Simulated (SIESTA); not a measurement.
Bi under changes of volume

One of the cells (33.614 Å³/atom); the others are scaled copies at fixed shape and fractional positions:

```
Bi
1.0
     3.23838    0.00000    0.00000
     0.00000    3.22164    0.00000
    -0.08045    0.00000    6.44389
Bi
2
Direct
  0.54425 0.00000 0.74958
  0.45575 0.00000 0.25042
```

This isn't the form of Bi at room conditions, which is rhombohedral.

| Item | Value |
| --- | --- |
| Program | SIESTA 5.4.2 |
| Functional | PBEsol |
| Potentials or basis | PseudoDojo 0.4 standard (PBEsol files) |
| Basis | DZP (energy shift 0.003 Ry; two zetas on semicore shells) |
| Grid cutoff | 500 Ry |
| Energy shift | 0.003 Ry |
| k mesh | 8 × 8 × 4 |
| Occupations | fermi-dirac, width 0.05 eV |
| Spin | no spin polarisation |

| volume (Å³/atom) | energy over the lowest point (meV/atom) | pressure (GPa) | largest force (eV/Å) |
| --- | --- | --- | --- |
| 31.597 | 21.00 | 3.7 | 0.041 |
| 32.270 | 8.70 | 2.2 | 0.035 |
| 32.942 | ? | ? | ? |
| 33.614 | 0.00 | -0.1 | 0.026 |
| 34.286 | 2.38 | -1.0 | 0.021 |
| 34.959 | 8.68 | -1.9 | 0.020 |
| 35.631 | 18.31 | -2.7 | 0.015 |

Task: What does the run at 32.942 Å³/atom give?

Result: Energy over the lowest point 1.93 meV/atom; pressure 1.0 GPa; largest force 0.031 eV/Å.

Worked out: A Birch-Murnaghan fit of order 3 (a polynomial in V^(-2/3)) to the other rows has its minimum at 33.56 Å³/atom with B0 = V·E''(V) = 52 GPa and B' = 5.0 at fixed shape and positions, which overstates the stiffness. It gives 1.91 meV/atom at 32.942 Å³/atom, against the run's 1.93, and -dE/dV = 1.0 GPa, against 1.0.

Energies are extrapolated to zero smearing.

Caveats: the basis of atomic orbitals isn't converged, which shifts pressures, moduli and gaps.
